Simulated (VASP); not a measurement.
Sb:

```xyz
1
Lattice="3.0833 0.0000 0.0000 0.0000 3.0833 0.0000 0.0000 0.0000 3.0833" Properties=species:S:1:pos:R:3 pbc="T T T"
Sb    0.0000    0.0000    0.0000
```

This isn't the form of Sb at room conditions, which is rhombohedral.

- Program: VASP 6.6.1
- Task: relaxation of cell and atoms
- Functional: PBE
- Potentials or basis: VASP PAW PBE potentials, release 64 (Sb)
- Cutoff: 600 eV
- k mesh: 14 × 14 × 14
- Occupations: gaussian, width 0.1 eV
- Spin: no spin polarisation

At the start: pressure 1.5 GPa; volume 29.31 Å³/atom.

**Question.** Where does the relaxation end?

**Answer.** Over 3 steps the energy falls by 3.4 meV/atom and the volume is 30.08 Å³/atom (+2.6 %); space group Pm-3m (No. 221, to 0.05 Å).

Step by step:
```
step  energy change (eV)  largest force (eV/Å)  pressure (GPa)  volume (Å³)
   1              0.0000                0.0000            1.48        29.31
   2             -0.0026                0.0000           -0.70        30.48
   3             -0.0034                0.0000            0.01        30.08
```

Final structure:
```
Sb
1.0
     3.10987    0.00000    0.00000
     0.00000    3.10987    0.00000
     0.00000    0.00000    3.10987
Sb
1
Cartesian
  0.0000 0.0000 0.0000
```
